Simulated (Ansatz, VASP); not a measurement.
## One calculation of CdS (Greenockite), two programs

```xyz
4
Lattice="4.0667 0.0000 0.0000 -2.0333 3.5219 0.0000 0.0000 0.0000 6.6175" Properties=species:S:1:pos:R:3 pbc="T T T"
Cd    0.0000    2.3479   -0.0052
Cd    2.0333    1.1740    3.3035
S     0.0000    2.3479    2.4868
S     2.0333    1.1740    5.7956
```

Alike in both runs: functional PBE; k mesh 9 × 9 × 4; occupations gaussian, width 0.02 eV; no spin polarisation.

Ansatz relaxed the structure, and its values are those at the end. VASP's run is a single point on that final structure, the one shown.

|  | VASP | Ansatz |
| --- | --- | --- |
| version | VASP 6.6.1 | Ansatz 0.2.0 |
| potentials or method | VASP PAW PBE potentials, release 64 (Cd, S) | scalar-relativistic, plane waves, PAW |
| plane-wave cutoff (eV) | 520 | 420 |
| valence electrons in the cell | 36 | 52 |

VASP gave:

| Item | Value |
| --- | --- |
| gap on the k mesh at the Fermi level (eV) | 1.34 |
| least direct gap on the mesh (eV) | 1.34 |
| pressure (GPa) | 6.7 |
| rms of the force components (eV/Å) | 0.005 |

**Question.** Estimate Ansatz's values.

**Answer.** gap on the k mesh at the Fermi level (eV): 1.33; least direct gap on the mesh (eV): 1.33; pressure (GPa): 6.2; rms of the force components (eV/Å): 0.004.

The two sets of potentials don't hold the same shells in valence.

A hybrid or GW would open this gap; PBE tends to underestimate it.
